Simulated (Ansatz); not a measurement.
# Ag (Fm-3m) in Ansatz: settings compared

The runs below take Ag through single point, relaxation of cell and atoms, with PBE, PBE+D3(BJ).

Everything below comes from runs of Ansatz 0.2.0. Logs are shortened: lines on timing, memory, paths and dates and some standing lists are left out, and cuts for length are marked.

## (1) The crystal as given

The structure is cubic, space group Fm-3m (No. 225). Conventional cell: a = 4.085 Å, b = 4.085 Å, c = 4.085 Å, α = 90.00°, β = 90.00°, γ = 90.00°. Ag (site symmetry m-3m) has 12 Ag at 2.89 Å as nearest neighbours.

## (2) Single point, PBE

Input file input.yaml:

```yaml
crystal:
  lattice:
    - [0.0, 2.04275, 2.04275]
    - [2.04275, 0.0, 2.04275]
    - [2.04275, 2.04275, 0.0]
  atoms:
    - { symbol: Ag, position: [0.0, 0.0, 0.0] }
hamiltonian:
  xc: pbe
  pseudopotentials: { kind: paw }
kpoints:
  mp_grid: { grid: [11, 11, 11] }
scf:
  occupations: { method: gaussian, width: 0.025 }
output:
  forces: true
  stress: true
  eigenvalues: true
```

Potentials or basis: Ansatz PAW.

Command:

```
> ansatz run input.yaml --threads 2 --pin off --max-ram 5632MiB --backend cpu --events-out ev --progress --plain --runs-dir out
```

Output:

```text
Warning: RAYON_NUM_THREADS=2 ignored (pool sized by the plan → 2); use --threads N
Engine: ansatz 0.2.0, aarch64-unknown-linux-gnu
Pseudopotentials: kind: paw
Pseudopotential: Ag, paw, valence charge 19, recommended cutoff 420 eV (normal), Ag.paw.azcp
Functional definition: PBE
  parameter kappa = 0.804
  parameter beta = 0.06672455060314922
  exchange = pbe_x(kappa = kappa, mu = beta*pi^2/3)
  correlation = pbe_c(beta = beta)
Crystal: 1 atoms, lattice volume = 17.048 Å³
Basis set: ecut = 420 eV, 331 PW (Γ), exchange–correlation on 40×40×40 points (8 copies of the dense FFT grid, shifted against one another)
Bands: 14, of which v1, the nominal top of the filled ones, is band 10 counted from 1 (9 counted from 0)
Symmetry: 48 space group operations
Space group: Fm-3m (ITA 225), of the structure as read, at distance tolerance 2.6e-5 Å
k-points: 56 of 1331
Non-local potential: Ag, projectors of the file, l = 0: 3, l = 1: 2, l = 2: 2, l = 3: 1
PAW form: soft (Blöchl's): semilocal exchange-correlation on the pseudo side does not see the compensation charge
PAW one-centre angular grid: Ag, 590 points (default); XC on 64 Gauss nodes
Initial density: superposition of atomic densities (neutral atoms: chi_scale 0, normalization atom), corrected by the library's trained network
Initial wavefunctions: pseudopotential atomic-orbital guess
Functional: x = pbe(κ = 0.804, μ = 0.2195149727645171), c = pbe(β = 0.06672455060314922)
SCF iter   1: F=—  HF=-7590.544735 eV  |F-HF|=—  |Δ(HF+E_count)|=         —  Δρ=1.10e-3  dr2=1.10e-4  ethr=1.77e-3  ⟨swp⟩=5.0  Hψ=4055  notcnv=0
preconditioner: auto → none  [insulator: Δε(μ)=0.095 eV  Ē_g=16.255 eV  σ=0.025 eV  W_gap=0.98  n_scr=8 (ndim 8)  ℏωp=29.8 eV  f_vac=0.000  D(μ)=0.11/eV (n_scr^D=0)  ε∞_Penn≈4.4]
SCF iter   2: F=—  HF=-7590.544924 eV  |F-HF|=—  |Δ(HF+E_count)|=   1.90e-4  Δρ=5.39e-4  dr2=1.58e-5  ethr=5.79e-7  ⟨swp⟩=2.7  Hψ=1749  notcnv=0  defer=3
SCF iter   3: F=—  HF=-7590.544943 eV  |F-HF|=—  |Δ(HF+E_count)|=   1.88e-5  Δρ=2.83e-4  dr2=3.01e-6  ethr=8.29e-8  ⟨swp⟩=2.0  Hψ=1091  notcnv=0  defer=3
SCF iter   4: F=—  HF=-7590.544957 eV  |F-HF|=—  |Δ(HF+E_count)|=   1.41e-5  Δρ=6.68e-5  dr2=1.39e-7  ethr=1.58e-8  ⟨swp⟩=2.0  Hψ=1070  notcnv=0  defer=3
iter 5 did not close the SCF: its close was put off for the readings that it lacked (scf_convergence_deferred on its scf_iter line)
SCF iter   5: F=-7590.544958 eV  HF=-7590.544958 eV  |F-HF|=1.67e-8  |Δ(HF+E_count)|=   8.46e-7  Δρ=1.01e-5  dr2=4.72e-9  ethr=7.31e-10  ⟨swp⟩=2.0  Hψ=1077  notcnv=0  defer=3
SCF iter   6: F=-7590.544958 eV  HF=-7590.544958 eV  |F-HF|=7.55e-11  |Δ(HF+E_count)|=   1.80e-8  Δρ=6.95e-7  dr2=2.46e-11  ethr=2.48e-11  ⟨swp⟩=1.9  Hψ=2334  notcnv=0
SCF 1 converged in 6 iterations: F = -7590.544958 eV  dr2 = 2.46e-11
SCF converged after 6 iterations
Free energy (F): -7590.544958 eV
Harris-Foulkes:  -7590.544958 eV  (|F-HF|=7.55e-11)
Internal energy: -7590.544925 eV  (E = F + TS)
E sigma→0 (E₀):  -7590.544941 eV
Entropy (-TS):   -0.000034 eV (-0.034 meV/atom)
Fermi energy:    17.630387 eV
--- Per-component energies (eV) ---
  E_band       = -234.191132
  E_kinetic    = 527.470329
  E_local      = -2193.129155  (includes V_loc(G=0)·N_el)
  E_nonlocal   = 79.832666
  E_hartree    = 999.009864
  E_xc         = -185.075319
  E_vxc        = -235.190796  (∫ρ·V_xc dr)
  E_paw        = -3901.830699  (= ΣΔE_a)
  E_vpaw       = -411.194400  (= ΣTr[D̂ρ^β])
  E_aug_tail   = 0.000328  (compensation charges beyond the density's cutoff)
  E_ewald      = -2916.822938
  E_smearing   = -0.000034  (= −TS)
  E_closure    = 0.000000  (closes the sum)
  Σ components = -7590.544958   (vs F -7590.544958, Δ=0.00e0)
--- Forces (eV/Å), atoms counted from 1 ---
  atom   1  Ag    -0.00000000    -0.00000000     0.00000000
  max |Σ_I F_I| component: 9.86e-32 eV/Å
--- Stress (GPa, compression-positive) ---
        4.272899       0.000000      -0.000000
        0.000000       4.272899      -0.000000
        0.000000       0.000000       4.272899
  P = ⅓ Tr σ = 4.2729 GPa (42.729 kbar)
--- Band table (eV; the first three rows and the last of 56) ---
  k-point 0: bands = ["-74.6119", "-38.0022", "-38.0022", "-38.0022", "9.5844", "12.5718", "12.5718", "12.5718", "13.6104", "13.6104", "33.2528", "36.8350", "36.8350", "36.8350"]
  k-point 1: bands = ["-74.6105", "-38.0153", "-38.0042", "-38.0042", "9.8403", "12.5165", "12.6404", "12.6404", "13.5862", "13.5862", "33.2282", "35.0894", "36.9462", "36.9462"]
  k-point 2: bands = ["-74.6068", "-38.0503", "-38.0095", "-38.0095", "10.5067", "12.4809", "12.7635", "12.7635", "13.5957", "13.5957", "31.0788", "34.1250", "37.1086", "37.1086"]
  k-point 55: bands = ["-74.5892", "-38.1168", "-38.1079", "-38.0625", "11.6854", "12.0973", "12.5189", "13.6316", "14.5563", "22.7221", "22.9060", "24.6889", "26.5793", "38.3984"]
```

Wall time 0.43 s (2 threads of Arm Neoverse V2, shared host); peak memory 0.26 GiB.

What came out:

```
Free energy            : -7590.5450 eV
Pressure               : 4.3 GPa
Band gap on the k mesh : none (metal or under the smearing width)
```

Levels at points of the mesh, in eV from the Fermi level:
| k point | band 7 | band 8 | band 9 | band 10 | band 11 | band 12 | band 13 | band 14 |
| --- | --- | --- | --- | --- | --- | --- | --- | --- |
| (0.00, 0.00, 0.00) | -5.06 | -5.06 | -4.02 | -4.02 | 15.62 | 19.20 | 19.20 | 19.20 |

## (3) Single point, PBE

input.yaml, as its differences from that of step 2:

```diff
@@ -13,3 +13,3 @@
 scf:
-  occupations: { method: gaussian, width: 0.025 }
+  occupations: { method: gaussian, width: 0.026 }
 output:
```

Potentials or basis: Ansatz PAW.

Command:

```
> ansatz run input.yaml --threads 2 --pin off --max-ram 5632MiB --backend cpu --events-out ev --progress --plain --runs-dir out
```

Output:

```text
Warning: RAYON_NUM_THREADS=2 ignored (pool sized by the plan → 2); use --threads N
[... 8 set-up lines as earlier in the session ...]
Crystal: 1 atoms, lattice volume = 17.048 Å³
Basis set: ecut = 420 eV, 331 PW (Γ), exchange–correlation on 40×40×40 points (8 copies of the dense FFT grid, shifted against one another)
Bands: 14, of which v1, the nominal top of the filled ones, is band 10 counted from 1 (9 counted from 0)
[... 2 set-up lines as earlier in the session ...]
k-points: 56 of 1331
[... 6 set-up lines as earlier in the session ...]
SCF iter   1: F=—  HF=-7590.544736 eV  |F-HF|=—  |Δ(HF+E_count)|=         —  Δρ=1.10e-3  dr2=1.10e-4  ethr=1.77e-3  ⟨swp⟩=4.9  Hψ=4052  notcnv=0
preconditioner: auto → none  [insulator: Δε(μ)=0.095 eV  Ē_g=16.255 eV  σ=0.026 eV  W_gap=0.98  n_scr=8 (ndim 8)  ℏωp=29.8 eV  f_vac=0.000  D(μ)=0.11/eV (n_scr^D=0)  ε∞_Penn≈4.4]
SCF iter   2: F=—  HF=-7590.544926 eV  |F-HF|=—  |Δ(HF+E_count)|=   1.90e-4  Δρ=5.39e-4  dr2=1.57e-5  ethr=5.78e-7  ⟨swp⟩=2.7  Hψ=1748  notcnv=0  defer=2
SCF iter   3: F=—  HF=-7590.544945 eV  |F-HF|=—  |Δ(HF+E_count)|=   1.87e-5  Δρ=2.83e-4  dr2=3.00e-6  ethr=8.29e-8  ⟨swp⟩=2.0  Hψ=1091  notcnv=0  defer=2
SCF iter   4: F=—  HF=-7590.544959 eV  |F-HF|=—  |Δ(HF+E_count)|=   1.41e-5  Δρ=6.67e-5  dr2=1.39e-7  ethr=1.58e-8  ⟨swp⟩=2.0  Hψ=1070  notcnv=0  defer=2
iter 5 did not close the SCF: its close was put off for the readings that it lacked (scf_convergence_deferred on its scf_iter line)
SCF iter   5: F=-7590.544960 eV  HF=-7590.544960 eV  |F-HF|=1.66e-8  |Δ(HF+E_count)|=   8.46e-7  Δρ=1.00e-5  dr2=4.71e-9  ethr=7.29e-10  ⟨swp⟩=2.0  Hψ=1077  notcnv=0  defer=2
SCF iter   6: F=-7590.544960 eV  HF=-7590.544960 eV  |F-HF|=7.55e-11  |Δ(HF+E_count)|=   1.81e-8  Δρ=6.94e-7  dr2=2.47e-11  ethr=2.48e-11  ⟨swp⟩=1.9  Hψ=2334  notcnv=0
SCF 1 converged in 6 iterations: F = -7590.544960 eV  dr2 = 2.47e-11
SCF converged after 6 iterations
Free energy (F): -7590.544960 eV
Harris-Foulkes:  -7590.544960 eV  (|F-HF|=7.55e-11)
Internal energy: -7590.544923 eV  (E = F + TS)
E sigma→0 (E₀):  -7590.544941 eV
Entropy (-TS):   -0.000037 eV (-0.037 meV/atom)
Fermi energy:    17.629122 eV
--- Per-component energies (eV) ---
  E_band       = -234.191068
  E_kinetic    = 527.470368
  E_local      = -2193.129247  (includes V_loc(G=0)·N_el)
  E_nonlocal   = 79.832662
  E_hartree    = 999.009941
  E_xc         = -185.075331
  E_vxc        = -235.190812  (∫ρ·V_xc dr)
  E_paw        = -3901.830706  (= ΣΔE_a)
  E_vpaw       = -411.194419  (= ΣTr[D̂ρ^β])
  E_aug_tail   = 0.000328  (compensation charges beyond the density's cutoff)
  E_ewald      = -2916.822938
  E_smearing   = -0.000037  (= −TS)
  E_closure    = -0.000000  (closes the sum)
  Σ components = -7590.544960   (vs F -7590.544960, Δ=0.00e0)
--- Forces (eV/Å), atoms counted from 1 ---
  atom   1  Ag    -0.00000000     0.00000000     0.00000000
  max |Σ_I F_I| component: 7.40e-32 eV/Å
--- Stress (GPa, compression-positive) ---
        4.273066       0.000000       0.000000
        0.000000       4.273066      -0.000000
        0.000000       0.000000       4.273066
  P = ⅓ Tr σ = 4.2731 GPa (42.731 kbar)
--- Band table (eV; the first three rows and the last of 56) ---
  k-point 0: bands = ["-74.6119", "-38.0022", "-38.0022", "-38.0022", "9.5844", "12.5718", "12.5718", "12.5718", "13.6104", "13.6104", "33.2528", "36.8350", "36.8350", "36.8350"]
  k-point 1: bands = ["-74.6105", "-38.0153", "-38.0042", "-38.0042", "9.8403", "12.5165", "12.6404", "12.6404", "13.5863", "13.5863", "33.2283", "35.0894", "36.9462", "36.9462"]
  k-point 2: bands = ["-74.6068", "-38.0503", "-38.0095", "-38.0095", "10.5067", "12.4809", "12.7635", "12.7635", "13.5957", "13.5957", "31.0788", "34.1250", "37.1086", "37.1086"]
  k-point 55: bands = ["-74.5891", "-38.1168", "-38.1079", "-38.0625", "11.6854", "12.0973", "12.5189", "13.6316", "14.5563", "22.7221", "22.9060", "24.6889", "26.5793", "38.3984"]
```

Run time: 0.42 s. Hardware: 2 threads of Arm Neoverse V2, shared host; peak memory 0.26 GiB.

What came out:

| Item | Value |
| --- | --- |
| Free energy | -7590.5450 eV |
| Pressure | 4.3 GPa |
| Band gap on the k mesh | none (metal or under the smearing width) |

## (4) Relaxation of cell and atoms, PBE+D3(BJ)

input.yaml, as its differences from that of step 3:

```diff
@@ -10,2 +10,3 @@
   pseudopotentials: { kind: paw }
+  dispersion: d3bj
 kpoints:
@@ -13,3 +14,3 @@
 scf:
-  occupations: { method: gaussian, width: 0.026 }
+  occupations: { method: fermi_dirac, width: 0.05 }
 output:
@@ -17,2 +18,5 @@
   stress: true
-  eigenvalues: true
+relax:
+  f_tol: 0.01
+  max_steps: 40
+  cell: { stress_tol: 0.05 }
```

Command:

```
> ansatz run input.yaml --threads 2 --pin off --max-ram 5632MiB --backend cpu --events-out ev --progress --plain --runs-dir out
```

Run time: 1.3 s. Hardware: 2 threads of Arm Neoverse V2, shared host; peak memory 0.27 GiB.

It converged, with:

* Free energy: -7591.1363 eV
* Relaxed volume: 16.85 Å³/atom
* Relaxed cell: a = 2.878 Å, b = 2.878 Å, c = 2.878 Å, α = 60.00°, β = 60.00°, γ = 60.00°
* Space group after relaxing (to 0.05 Å): Fm-3m (No. 225)
* Energy gained by relaxing: 0.8 meV/atom
* Ionic steps: 4
* Pressure after relaxing: 0.0 GPa

Step by step:
| step | energy change (eV) | largest force (eV/Å) | volume (Å³) |
| --- | --- | --- | --- |
| 1 | 0.0000 | 0.0000 | 17.05 |
| 2 | -0.0005 | 0.0000 | 16.68 |
| 3 | -0.0009 | 0.0000 | 16.85 |
| 4 | -0.0008 | 0.0000 | 16.85 |

Final structure:
```xyz
1
Lattice="0.0000 2.0347 2.0347 2.0347 0.0000 2.0347 2.0347 2.0347 0.0000" Properties=species:S:1:pos:R:3 pbc="T T T"
Ag    0.0000    0.0000    0.0000
```

Caveat: the plane-wave basis is chosen anew once the cell has moved, so the energies of steps on either side of that aren't comparable.

## (5) Overview

```csv
task,level,cell,smearing,gap on the mesh (eV),pressure (GPa)
single point,PBE,as given,gaussian 0.025 eV,none,4.3
single point,PBE,as given,gaussian 0.026 eV,none,4.3
relaxation of cell and atoms,PBE+D3(BJ),relaxed,fermi-dirac 0.05 eV,-,0.0
```

Alike in all rows: potentials or basis Ansatz PAW; no spin polarisation; k mesh 11 × 11 × 11; cutoff (eV) 420.

Caveats: the plane-wave basis is chosen anew once the cell has moved, so the energies of steps on either side of that aren't comparable (some runs).

Total energies depend on the potentials used, so only differences within one code and one set of settings carry meaning.
